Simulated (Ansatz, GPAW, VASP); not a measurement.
# One calculation of AlRu, 3 ways

```
Ru Al
1.0
     2.99160    0.00000    0.00000
     0.00000    2.99160    0.00000
     0.00000    0.00000    2.99160
Ru Al
1 1
Direct
  0.50000 0.50000 0.50000
  0.00000 0.00000 0.00000
```

Alike in all runs: task band structure; functional LDA; k mesh 9 × 9 × 9; occupations fermi-dirac, width 0.05 eV; no spin polarisation; no spin-orbit coupling. LDA stands for any of its common fits. Pressure is positive in compression and, in plane waves, holds the error of the finite cutoff.

```json
{"program and potentials": "VASP, LDA PAW files Al, Ru_pv, 520 eV", "plane-wave cutoff (eV)": "520", "notes": "8.5 valence electrons an atom on average", "band gap (eV)": "no gap", "pressure (GPa)": "-7.75"}
{"program and potentials": "Ansatz, all-electron LAPW, scalar-relativistic", "plane-wave cutoff (eV)": "-", "notes": "-", "band gap (eV)": "no gap", "pressure (GPa)": "-8.19"}
{"program and potentials": "GPAW, the program's PAW data sets (release 1.2.1) made for this functional", "plane-wave cutoff (eV)": "600", "notes": "9.5 valence electrons an atom on average", "band gap (eV)": "no gap", "pressure (GPa)": "-7.60"}
```

None finds a gap. The pressure spans -8.19 (Ansatz, all-electron LAPW, scalar-relativistic) to -7.60 GPa (GPAW, the program's PAW data sets (release 1.2.1) made for this functional), with all-electron results at -8.19.

The functional is the same throughout but for its coding, so the spread measures potentials, basis and numerics; runs on potential files found faulty are left out.
